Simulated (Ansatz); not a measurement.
# GaN (F-43m): G0W0 and the treatment of frequencies and band sums

```cif
data_structure
_symmetry_space_group_name_H-M 'P 1'
_symmetry_Int_Tables_number 1
_cell_length_a 3.1537
_cell_length_b 3.1537
_cell_length_c 3.1537
_cell_angle_alpha 60.000
_cell_angle_beta 60.000
_cell_angle_gamma 60.000
_cell_volume 22.18
loop_
_atom_site_label
_atom_site_type_symbol
_atom_site_fract_x
_atom_site_fract_y
_atom_site_fract_z
_atom_site_occupancy
Ga1 Ga 0.00000 0.00000 0.00000 1
N1 N 0.25000 0.25000 0.25000 1
```

Held fixed (Ansatz):

```yaml
orbitals: PBE
datasets: soft PAW set, first generation
k_mesh: 4×4×4
response_cutoff: 200 eV
wave_cutoff: 420 eV
spin-orbit_coupling: off
```

The gap is read direct at Γ, linearised, between the Kohn-Sham band edges among the points solved. The direct gap is read between the top filled and lowest empty Kohn-Sham band at Γ. ε∞ is the electronic dielectric constant on this mesh. Runs with cut sums weigh the q → 0 term analytically. The completed-sum build treats it its own way, which on a coarse mesh shifts the gap as well.

```
                                                                               treatment  KS gap (eV)  G0W0 gap (eV)  direct at Γ (eV)   ε∞
                                        contour deformation, sums cut at 143 empty bands         1.90           3.00              3.00  8.7
                            plasmon pole fitted at 22.3i eV, sums cut at 143 empty bands         1.90           2.98              2.98  8.7
contour deformation, 59 empty bands and completed sums (trial build, its own q → 0 term)         1.90              ?                 ?    ?
```

Fill in the row for contour deformation, 59 empty bands and completed sums (trial build, its own q → 0 term).

G0W0 gap 3.22 eV, direct at Γ 3.22 eV, ε∞ 8.6.

Soft PAW datasets can miss an all-electron G0W0 gap by more than 5 %. The cell is a model at fixed atoms and needn't be the relaxed known crystal. The mesh is coarse, so these are values at the stated settings, not converged ones. Band sums or response are cut, so the gap isn't at its basis limit. Filled d shells converge slowest, and with PAW files the limit can differ from the all-electron one by tenths of an eV. Meshes this coarse can overestimate the dielectric constant by a tenth and more.
